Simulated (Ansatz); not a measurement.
**Pd under changes of volume**

One of the cells (15.067 Å³/atom); the others are scaled copies at fixed shape and fractional positions:

```
CELL_PARAMETERS angstrom
2.76256 0.00000 0.00000
-1.38128 2.39245 0.00000
0.00000 0.00000 9.11839
ATOMIC_POSITIONS crystal
Pd 0.66667 0.33333 0.75000
Pd 0.00000 0.00000 0.50000
Pd 0.33333 0.66667 0.25000
Pd 0.00000 0.00000 0.00000
```

This isn't the form of Pd at room conditions, which is fcc.

```yaml
Program: Ansatz 0.2.0
Functional: PBE
Potentials_or_basis: Ansatz PAW
Cutoff: "420 eV (not typed: the program's choice for these potentials)"
k_mesh: 11 × 11 × 3
Occupations: fermi-dirac, width 0.05 eV
Spin: no spin polarisation
```

| volume (Å³/atom) | energy over the lowest point (meV/atom) | pressure (GPa) |
| --- | --- | --- |
| 14.163 | 57.61 | 17.0 |
| 14.464 | ? | ? |
| 14.765 | 12.87 | 7.4 |
| 15.067 | 2.95 | 3.5 |
| 15.368 | 0.00 | 0.0 |
| 15.669 | 3.16 | -3.1 |
| 15.971 | 11.71 | -5.7 |

Task: What does the run at 14.464 Å³/atom give?

Result: Energy over the lowest point 30.74 meV/atom; pressure 11.9 GPa.

Worked out: A Birch-Murnaghan fit of order 3 (a polynomial in V^(-2/3)) to the other rows has its minimum at 15.36 Å³/atom with B0 = V·E''(V) = 166 GPa and B' = 5.7 at fixed shape and positions, which overstates the stiffness. It gives 30.72 meV/atom at 14.464 Å³/atom, against the run's 30.74, and -dE/dV = 11.8 GPa, against 11.9.

Energies are extrapolated to zero smearing.
